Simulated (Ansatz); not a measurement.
Zinc-blende ZnTe, treated with HSE06 (plane waves, PAW; Ansatz, a first-principles code).

Numerical settings: plane-wave cutoff 460 eV, 8×8×8 k mesh, Fermi–Dirac smearing 0.01 eV, scalar-relativistic PAW data made under PBE.

Properties against volume:

| V (Å³/atom) | P (GPa) | direct gap at Γ (eV) |
|---|---|---|
| 27.572 | 2.72 | 2.425 |
| 28.297 | 1.26 | 2.287 |
| 28.901 | 0.18 | 2.176 |
| 29.748 | -1.13 | 2.027 |
| 30.474 | -2.10 | 1.905 |

A straight line through the gaps at Γ against ln V gives a volume deformation potential dE_g(Γ)/d ln V of -5.2 eV: the gap at Γ widens under compression.

Measured, for comparison: band gap 2.43 eV (zero-point renormalisation of 40 meV (experimental, the table's column) added back here, direct; inputs from Miglio et al. (2020), arXiv:2011.12765).

Spin–orbit coupling is not included; with these elements it can move the gap by several tenths of an eV or more.
